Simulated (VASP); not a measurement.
# GaN (P6_3mc) in VASP: further runs, part 2 of 2

VASP 6.6.1. The steps go on from the part before.

## Step 3: Band structure, MS2

File INCAR:

```
PREC     = Accurate       # precision mode
ENCUT    = 520            # plane-wave cutoff, eV
EDIFF    = 1E-6           # SCF threshold, eV
ISMEAR   = -1             # smearing method
SIGMA    = 0.05           # smearing width, eV
LREAL    = False          # projectors in reciprocal space
LASPH    = True           # aspherical terms in the spheres
NELM     = 100            # most SCF steps
ALGO     = Normal         # electronic algorithm
ISIF     = 2              # what is computed and relaxed
LWAVE    = False          # write WAVECAR
LCHARG   = False          # write CHGCAR
METAGGA  = MS2            # meta-GGA
LMIXTAU  = True
```

File KPOINTS:

```
regular mesh
0
Gamma
  10 10 5
```

File POSCAR:

```
GaN
1.0
    3.1800000000      0.0000000000      0.0000000000
   -1.5900000000      2.7539607840      0.0000000000
    0.0000000000      0.0000000000      5.1660000000
Ga N
2 2
Direct
    0.6666666667      0.3333333333      0.5000000000
    0.3333333333      0.6666666667      0.0000000000
    0.6666666667      0.3333333333      0.8750000000
    0.3333333333      0.6666666667      0.3750000000
```

File KPOINTS_OPT:

```
path GMKGALHA,LM,KH
15
line-mode
reciprocal
 0.0000000000  0.0000000000  0.0000000000  G
 0.5000000000  0.0000000000  0.0000000000  M

 0.5000000000  0.0000000000  0.0000000000  M
 0.3333333333  0.3333333333  0.0000000000  K

 0.3333333333  0.3333333333  0.0000000000  K
 0.0000000000  0.0000000000  0.0000000000  G

 0.0000000000  0.0000000000  0.0000000000  G
 0.0000000000  0.0000000000  0.5000000000  A

 0.0000000000  0.0000000000  0.5000000000  A
 0.5000000000  0.0000000000  0.5000000000  L

 0.5000000000  0.0000000000  0.5000000000  L
 0.3333333333  0.3333333333  0.5000000000  H

 0.3333333333  0.3333333333  0.5000000000  H
 0.0000000000  0.0000000000  0.5000000000  A

 0.5000000000  0.0000000000  0.5000000000  L
 0.5000000000  0.0000000000  0.0000000000  M

 0.3333333333  0.3333333333  0.0000000000  K
 0.3333333333  0.3333333333  0.5000000000  H
```

Potentials or basis: VASP PAW PBE potentials, release 64 (Ga_d, N).

The run is started by

```bash
$ cat potpaw_PBE.64/Ga_d/POTCAR potpaw_PBE.64/N/POTCAR > POTCAR
$ mpirun -np 1 vasp_std > vasp.out
```

OUTCAR:

```text
PREC = Accurate
   ENCUT = 520
   EDIFF = 1E-6
   ISMEAR = -1
   LREAL = False
   LASPH = True
   NELM = 100
   ISIF = 2
   METAGGA = MS2

 ion  position               nearest neighbor table
   1  0.667  0.333  0.500-   3 1.94   4 1.95   4 1.95   4 1.95
   2  0.333  0.667  0.000-   4 1.94   3 1.95   3 1.95   3 1.95
   3  0.667  0.333  0.875-   1 1.94   2 1.95   2 1.95   2 1.95
   4  0.333  0.667  0.375-   2 1.94   1 1.95   1 1.95   1 1.95

  LATTYP: Found a hexagonal cell.
 ALAT       =     3.1800000000
[... 801 lines left out ...]
  Direction    XX          YY          ZZ          XY          YZ          ZX
  --------------------------------------------------------------------------------------
  -------------------------------------------------------------------------------------
  Total       -0.7634368     -0.7634368     -0.2466860      0.0000000      0.0000000      0.0000000
  in kB      -27.0361213    -27.0361213     -8.7360625      0.0000000      0.0000000      0.0000000
  external PRESSURE =     -20.9361017 kB  Pullay stress =       0.0000000 kB

 VOLUME and BASIS-vectors are now :
 -----------------------------------------------------------------------------
  energy-cutoff  :      520.00
  volume of cell :       45.24
      direct lattice vectors                 reciprocal lattice vectors
     3.180000000  0.000000000  0.000000000     0.314465409  0.181556688  0.000000000
    -1.590000000  2.753960784  0.000000000     0.000000000  0.363113377  0.000000000
     0.000000000  0.000000000  5.166000000     0.000000000  0.000000000  0.193573364

 POSITION                                       TOTAL-FORCE (eV/Angst)
 -----------------------------------------------------------------------------------
      1.59000      0.91799      2.58300         0.000000      0.000000     -0.130289
     -0.00000      1.83597      0.00000         0.000000      0.000000     -0.130289
      1.59000      0.91799      4.52025        -0.000000      0.000000      0.130289
     -0.00000      1.83597      1.93725         0.000000     -0.000000      0.130289
 -----------------------------------------------------------------------------------
    total drift:                                0.000005      0.000010      0.087222

  FREE ENERGIE OF THE ION-ELECTRON SYSTEM (eV)
  ---------------------------------------------------
  free  energy   TOTEN  =       -31.5422598996 eV

  energy  without entropy=      -31.5422598996  energy(sigma->0) =      -31.54225990
```

OSZICAR:

```text
N       E                     dE             d eps       ncg     rms          rms(c)
DAV:   1     0.230658208331E+03    0.23066E+03   -0.16548E+04  1900   0.273E+03
DAV:   2    -0.301320282548E+02   -0.26079E+03   -0.25248E+03  2154   0.493E+02
DAV:   3    -0.618106528987E+02   -0.31679E+02   -0.31428E+02  2124   0.148E+02
DAV:   4    -0.630965246647E+02   -0.12859E+01   -0.12829E+01  2640   0.321E+01
DAV:   5    -0.631142612942E+02   -0.17737E-01   -0.17729E-01  2096   0.357E+00    0.104E+01
DAV:   6    -0.352297077861E+02    0.27885E+02   -0.35760E+01  3244   0.133E+02    0.412E+00
DAV:   7    -0.313461768941E+02    0.38835E+01   -0.13032E+01  2196   0.394E+01    0.347E+00
DAV:   8    -0.315653095208E+02   -0.21913E+00   -0.76563E-01  2348   0.843E+00    0.268E+00
DAV:   9    -0.313551747336E+02    0.21013E+00   -0.75173E-01  2300   0.702E+00    0.104E+00
DAV:  10    -0.313915101694E+02   -0.36335E-01   -0.54667E-02  2022   0.190E+00    0.123E+00
[... 42 further cycles ...]
DAV:   9    -0.744320459090E+04   -0.50637E-06     1452
       N       E                     dE             ncg
DAV:   1     0.418610573180E+05   -0.13194E+05      404
DAV:   2     0.394290544421E+05   -0.24320E+04      432
DAV:   3     0.391329094999E+05   -0.29614E+03      480
DAV:   4     0.391233733973E+05   -0.95361E+01      542
DAV:   5     0.391232281208E+05   -0.14528E+00      444
DAV:   6     0.391232184842E+05   -0.96366E-02      598
DAV:   7     0.391232184131E+05   -0.71121E-04      474
DAV:   8     0.391232184110E+05   -0.20934E-05      414
DAV:   9     0.391232184109E+05   -0.59837E-07      312
```

stdout:

```text
POSCAR found type information on POSCAR GaN
 POSCAR found :  2 types and       4 ions
 scaLAPACK will be used
 -----------------------------------------------------------------------------
|                                                                             |
|                                                                             |
|     You enforced a specific xc type in the INCAR file but a different       |
|     I HOPE YOU KNOW WHAT YOU ARE DOING!                                     |
|                                                                             |
 -----------------------------------------------------------------------------

 LDA part: xc-table for (None), standard interpolation
 POSCAR, INCAR and KPOINTS ok, starting setup
 FFT: planning ... GRIDC
 FFT: planning ... GRID_SOFT
 FFT: planning ... GRID
 WAVECAR not read
 entering main loop
 Start KPOINTS_OPT (optional k-point list driver)
k-point batch [1-42\135]
k-point batch [43-84\135]
k-point batch [85-126\135]
k-point batch [127-135\135]
```

Wall time 4.6 min (1 thread of Intel Xeon Platinum 8559C (Emerald Rapids), shared host); peak memory 0.2 GiB.

What came out:

| Item | Value |
| --- | --- |
| Free energy | -31.5423 eV |
| Pressure | -2.1 GPa |
| Largest force | 0.130 eV/Å |
| Band gap on the k mesh | 1.98 eV, direct |
| Band gap along the path | 1.98 eV, direct |

Forces in eV/Å, atoms in the order of the input:
```
Ga   0.000  0.000 -0.130
Ga   0.000  0.000 -0.130
N    0.000  0.000  0.130
N    0.000  0.000  0.130
```

Levels at the corners of the path, in eV from the valence-band top:
```
point  band 16  band 17  band 18  band 19  band 20  band 21
    Γ    -0.06     0.00     0.00     1.98     4.53     9.58
    M    -2.85    -2.29    -1.02     5.29     5.87     6.31
    M    -2.85    -2.29    -1.02     5.29     5.87     6.31
    K    -3.09    -3.09    -2.76     5.31     8.31     8.31
    K    -3.09    -3.09    -2.76     5.31     8.31     8.31
    Γ    -0.06     0.00     0.00     1.98     4.53     9.58
    Γ    -0.06     0.00     0.00     1.98     4.53     9.59
    A    -0.56    -0.56    -0.56     4.46     4.46     8.87
    A    -0.56    -0.56    -0.56     4.46     4.46     8.87
    L    -2.01    -1.97    -1.97     4.60     4.60     8.23
    L    -2.01    -1.97    -1.97     4.60     4.60     8.23
    H    -4.28    -1.55    -1.55     6.80     6.80     7.55
    H    -4.28    -1.55    -1.55     6.80     6.80     7.55
    A    -0.56    -0.56    -0.56     4.46     4.46     8.87
    L    -2.01    -1.97    -1.97     4.60     4.60     8.23
    M    -2.85    -2.29    -1.02     5.29     5.87     6.31
    K    -3.09    -3.09    -2.76     5.31     8.31     8.31
    H    -4.28    -1.55    -1.55     6.80     6.80     7.55
```

Caveat: the PAW data sets were made with another functional, which shifts forces and pressure a little.

## Step 4: How close it comes

Step 2. Measured gap of GaN: 3.503 eV (direct; quoted in “Studying electronic properties in GaN without electrical contacts using γ-γ vs e−-γ Perturbed Angular Correlations”, 2019, pmc:6823545). This calculation gives 1.82 eV (-1.68 eV). Spin-orbit coupling on Ga is left out. The value is that of revTPSS, without temperature or zero-point motion.

Step 3. Against the measured gap of GaN, 3.503 eV (direct; quoted in “Studying electronic properties in GaN without electrical contacts using γ-γ vs e−-γ Perturbed Angular Correlations”, 2019, pmc:6823545), the calculated 1.98 eV is off by -1.53 eV. Spin-orbit coupling on Ga is left out. The value is that of MS2, without temperature or zero-point motion.
